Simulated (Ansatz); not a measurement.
Runs of Ansatz 0.2.0 on HgSe. Symmetry: F-43m, No. 216, cubic system. The conventional cell has a = 6.078 Å, b = 6.078 Å, c = 6.078 Å, α = 90.00°, β = 90.00°, γ = 90.00°. Hg (site symmetry -43m) is surrounded by 4 Se at 2.63 Å. Around Se (site symmetry -43m) lie 4 Hg at 2.63 Å. 

```csv
task,level,potentials or basis,spin,cell,k mesh,cutoff (eV),smearing,gap on the mesh (eV),pressure (GPa)
band structure,BLYP,"all-electron LAPW, scalar-relativistic",off,as given,8 × 8 × 8,278,fermi-dirac 0.05 eV,-,(a)
single point,PBE,"all-electron LAPW, scalar-relativistic",off,as given,8 × 8 × 8,278,gaussian 0.017 eV,none,4.7
single point,PBE,"all-electron LAPW, scalar-relativistic",off,as given,8 × 8 × 8,278,gaussian 0.022 eV,none,4.7
single point,PBE,"all-electron LAPW, scalar-relativistic",off,as given,8 × 8 × 8,278,gaussian 0.028 eV,none,4.7
relaxation of cell and atoms,PBE,"all-electron LAPW, scalar-relativistic",off,relaxed,8 × 8 × 8,-,fermi-dirac 0.05 eV,-,0.0
band structure,LDA,"all-electron LAPW, relativistic spinors","SOC, no magnetisation",as given,6 × 6 × 6,278,fermi-dirac 0.05 eV,-,-0.9
single point,PBE,"all-electron LAPW, scalar-relativistic",off,as given,8 × 8 × 8,278,gaussian 0.023 eV,none,4.7
single point,PBE,"all-electron LAPW, scalar-relativistic",off,as given,8 × 8 × 8,278,gaussian 0.02 eV,none,4.7
```

Alike in all rows: basis error allowed 0.001 eV/atom.

Fill in the values left out.

(a) 8.4.

Caveats: spin-orbit coupling is left out, which moves the levels of the heavy elements (some runs); the k mesh is thin for a metal, which can move the energy by tens of meV per atom (some runs).

A k mesh can miss the band edges, and rows without SOC leave out spin-orbit coupling on Hg, Se.

A gap of «none» marks a metal or a gap under the smearing width.
